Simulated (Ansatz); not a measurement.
MoS2 (P-6m2), a vibration from a frozen displacement

Theory: DFT PBE+D3(BJ), scalar-relativistic, plane waves, PAW in Ansatz. Settings: plane waves to 420 eV, k-mesh 12×12×4 (Γ-centred), Gaussian smearing 0.05 eV. No spin polarisation. Energies are free energies at this smearing, counted from the undisturbed cell; pressure is positive in compression.

The starting cell (relaxed at this level; this form isn't the usual structure):

```
CELL_PARAMETERS angstrom
3.14972 0.00000 0.00000
-1.57486 2.72774 0.00000
0.00000 0.00000 6.64754
ATOMIC_POSITIONS crystal
Mo 0.00000 0.00000 0.00000
S 0.33333 0.66667 0.23567
S 0.33333 0.66667 0.76433
```

Every S atom is moved by x along the Cartesian unit vector (0.000, 0.000, 1.000); the cell and all other atoms stay fixed. The cell's volume is 57.11 Å³; the moved atoms weigh 64.120 u together and the others 95.950 u. Some rows repeat others by symmetry and weren't run.

| x (Å) | ΔE (meV/cell) | total force on the moved atoms along the move (eV/Å) | pressure (GPa) |
| --- | --- | --- | --- |
| -0.1000 | 152.39 | 3.0385 | 0.8528 |
| -0.0875 | 116.76 | 2.6627 | 0.6524 |
| -0.0750 | 85.83 | 2.2852 | 0.4778 |
| -0.0625 | 59.63 | 1.9063 | 0.3300 |
| -0.0500 | 38.18 | 1.5262 | 0.2087 |
| -0.0375 | 21.48 | 1.1454 | 0.1147 |
| -0.0250 | 9.55 | 0.7638 | 0.0472 |
| -0.0125 | 2.39 | 0.3820 | 0.0067 |
| 0.0000 | 0.00 | 0.0000 | -0.0067 |
| 0.0125 | 2.39 | -0.3820 | 0.0067 |
| 0.0250 | 9.55 | -0.7638 | 0.0472 |
| 0.0375 | 21.48 | -1.1454 | 0.1147 |
| 0.0500 | 38.18 | -1.5262 | 0.2087 |
| 0.0625 | 59.63 | -1.9063 | 0.3300 |
| 0.0750 | 85.83 | -2.2852 | 0.4778 |
| 0.0875 | 116.76 | -2.6627 | 0.6524 |
| 0.1000 | 152.39 | -3.0385 | 0.8528 |

Task: What frequency belongs to this motion?

Result: The force constant is k = −dF/dx = 30.560 eV/Å², from the parabola through x = -0.0125, 0 and 0.0125. In every cell the moved atoms swing against the rest, so the mass is μ = m₁m₂/(m₁ + m₂) = 38.435 u, and ν̃ = 521.5 cm⁻¹ × √(|k|/μ) = 465 cm⁻¹. To first order in x, and within 1 %, the force on every atom lies along the move and, within each of the two groups, in proportion to the atom's mass, so this is itself a mode at the zone centre of this cell, taken without macroscopic field (the transverse frequency in a polar insulator).

Task: How far does the harmonic law reach?

Result: At x = -0.100 Å, kx²/2 = 152.80 meV against the computed 152.39 meV (-0.3 %): the well is still close to harmonic there.

Task: The pressure changes with x². What does that say about the frequency under compression?

Result: With E = k(V)x²/2, k ∝ V^(−2γ) and x scaling with the cell as V^(1/3), P − P0 = −∂E/∂V = (2γ − 2/3) ΔE/V. At x = 0.0250 Å, V(P − P0) = 57.11 × 0.05386 / 160.2 eV = 19.20 meV and ΔE = 9.55 meV, so γ = 1/3 + V(P − P0)/(2ΔE) = 1.34. This is the Grüneisen parameter of the motion under uniform scaling of the cell: shrinking the cell evenly by 1 % in volume raises the frequency by about 1.34 %.

Cost: 9 runs of about 0.28 core-minutes in all, on AMD EPYC 9R45 (Zen 5) (shared hosts).

The 465 cm⁻¹ vibration is the polar, infrared-active out-of-plane mode in which both sulfur sheets move together against the molybdenum sheet. Its stiffness comes from the covalent Mo 4d–S 3p bonds: those on one side of the metal lengthen while those on the other shorten. The spacing between facing sulfur sheets of neighbouring layers doesn't change, so weak interlayer forces contribute little.

The horizontal mirror plane makes opposite displacements equivalent, so the cubic terms of the individual bonds cancel in the energy. Only even terms remain, and they soften the well slightly at the largest displacements. Bond anharmonicity still appears in the pressure, which rises for either sign of the displacement.

The Grüneisen parameter of 1.34 describes a compression that shortens the Mo–S bonds along with the interlayer gap. Real hydrostatic pressure first closes the soft gap, so the frequency would probably rise less for the same loss of volume.
